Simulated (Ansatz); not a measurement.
Base system: Ti$_{3}$SiC$_{2}$ (space group P6_3/mmc, No. 194; a = 3.073 Å, c = 17.723 Å). Axes: x lies along a and z along c of the hexagonal cell.

Method: Kohn–Sham DFT with the PBE functional, run in Ansatz (an electronic-structure program) with PAW and 420 eV plane waves, no spin-orbit coupling.

Base values:

```
Property                         Value
-----------------------------  -------
Pressure                       0.0 GPa
Band gap                          zero
Shortest interatomic distance  2.092 Å
```

Modification: the cell is stretched by 0.49 % along z with no lateral relaxation; the atoms relax in the strained cell.

Predict the new pressure, energy relative to the base, band gap and shortest interatomic distance.

The pressure (mean of the normal stresses, compression positive) goes from zero to -0.9 GPa; the energy goes up by 0.3 meV/atom; the band gap remains zero; the shortest interatomic distance stays essentially unchanged (2.092 Å against 2.094 Å).

Without a gap, meshes like the base's 14×14×3 leave anisotropic stresses uncertain by several tenths of a GPa, and small strain energies with them. Whether these cells are dynamically stable was not tested. All final runs are without spin polarisation.
